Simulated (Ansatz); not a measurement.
LiF: pressure against volume scale

Results calculated with Ansatz 0.2.0, not measured. Periodic Kohn-Sham DFT of a crystal at fixed atoms, scaled to volume_scale times the given cell; pressure positive in compression, energy less spherical unpolarised free atoms, largest_vzz the field gradient of largest size among the nuclei.

The cell before it is scaled or strained (space group Fm-3m, No. 225):
```
CELL_PARAMETERS angstrom
0.00000 2.01400 2.01400
2.01400 0.00000 2.01400
2.01400 2.01400 0.00000
ATOMIC_POSITIONS crystal
Li 0.00000 0.00000 0.00000
F 0.50000 0.50000 0.50000
```

Settings of every row: method frozen-core PAW; functional LDA; relativity scalar; k mesh 10x10x10; filling fermi-dirac; smearing width 0.03 eV; wave cutoff 420 eV; paw set soft_2.

Atom start moment: 0 on all atoms.

Limits: PAW files made with PBE.

| row | volume scale | V (Å³/atom) | pressure (GPa) |
| --- | --- | --- | --- |
| 1 | 0.94 | 7.679 | ? |
| 2 | 0.95 | 7.761 | -3.104 |
| 3 | 0.96 | 7.842 | -3.853 |
| 4 | 0.98 | 8.006 | -5.23 |
| 5 | 0.99 | 8.087 | -5.862 |
| 6 | 1 | 8.169 | -6.459 |
| 7 | 1.01 | 8.251 | -7.024 |
| 8 | 1.02 | 8.333 | -7.557 |
| 9 | 1.04 | 8.496 | -8.535 |
| 10 | 1.05 | 8.578 | -8.982 |
| 11 | 1.06 | 8.659 | -9.405 |

Question: what pressure should row 1 give?

Worked fit of pressure. Take u = (V_r/V)^(2/3) − 1 with V_r = 8.21 Å³ an atom, which is twice the finite (Eulerian) strain; such expansions in the strain, on which the Birch-Murnaghan equation of state is built, carry the rest volume and the bulk modulus. The shown rows have u = 0.03821, 0.03104, 0.01692, 0.01011, 0.00334, -0.00332, -0.00986, -0.02257, -0.02881, -0.03487. Least squares give pressure = −6.7459 + 85.224 × u + 260.88 × u² GPa; a straight line predicts inner rows, each left out in turn, worse (root mean square 0.12 against 0.0037 GPa). The rows lie off it by 0.005, -0.004, -0.001, -0.004, -0.001, 0.002, 0.004, 0.002, 0.003, -0.005 (root mean square 0.0034 GPa). The withheld row has u = 0.04558, so the fit gives −6.7459 + 85.224 × (0.04558) + 260.88 × (0.04558)² = -2.319 GPa.

The calculation gave -2.307 GPa. The fit lies 0.012 GPa (0.17 % of the column's range) below it; its largest miss of a shown row is 0.005 GPa. This row lies beyond the range of the fit.
